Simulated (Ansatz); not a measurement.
Set up this calculation in Ansatz 0.2.0, as the native input.

| Property | Result |
| --- | --- |
| Task | band structure |
| Functional | PBEsol |
| Potentials or basis | all-electron PAW datasets made for the crystal |
| Cutoff | 300 eV (chosen from the basis error) |
| k mesh | 12 × 12 × 12 |
| Occupations | fermi-dirac, width 0.05 eV |
| Spin | no spin polarisation |

Rh:

```xyz
1
Lattice="0.0000 1.8979 1.8979 1.8979 0.0000 1.8979 1.8979 1.8979 0.0000" Properties=species:S:1:pos:R:3 pbc="T T T"
Rh    0.0000    0.0000    0.0000
```

One way to write it, as run:

input.yaml

```yaml
crystal:
  lattice:
    - [0.0, 1.89785, 1.89785]
    - [1.89785, 0.0, 1.89785]
    - [1.89785, 1.89785, 0.0]
  atoms:
    - { symbol: Rh, position: [0.0, 0.0, 0.0] }
kpoints:
  mp_grid: { grid: [12, 12, 12] }
  band_path:
    path:
      - [0.0, 0.0, 0.0]
      - [0.5, 0.0, 0.5]
      - [0.5, 0.25, 0.75]
      - [0.375, 0.375, 0.75]
      - [0.0, 0.0, 0.0]
      - [0.5, 0.5, 0.5]
      - [0.625, 0.25, 0.625]
      - [0.5, 0.25, 0.75]
    npoints: 12
scf:
  occupations: { method: fermi_dirac, width: 0.05 }
hamiltonian:
  xc: pbesol
  pseudopotentials: { kind: all_electron, datasets: crystal }
output:
  forces: true
  stress: true
  eigenvalues: true
  elf: true
  volumetric_format: npy
```

Potentials or basis: all-electron PAW datasets made for the crystal.

Launch:

```sh
$ ansatz run input.yaml --threads 1 --pin off --max-ram 3072MiB --backend cpu --events-out ev --progress --plain --runs-dir out
```

It gave:

| Quantity | Value |
| --- | --- |
| Pressure | -3.7 GPa |
| Band gap along the path | none (metal or under the smearing width) |

Caveat: the program warned that the printed levels may be off, so bands, gaps and densities of states are rough.

Wall time 4.6 s on 1 thread of AMD EPYC 9R45 96-Core Processor (Zen 5) (shared host), peak memory 0.39 GiB.
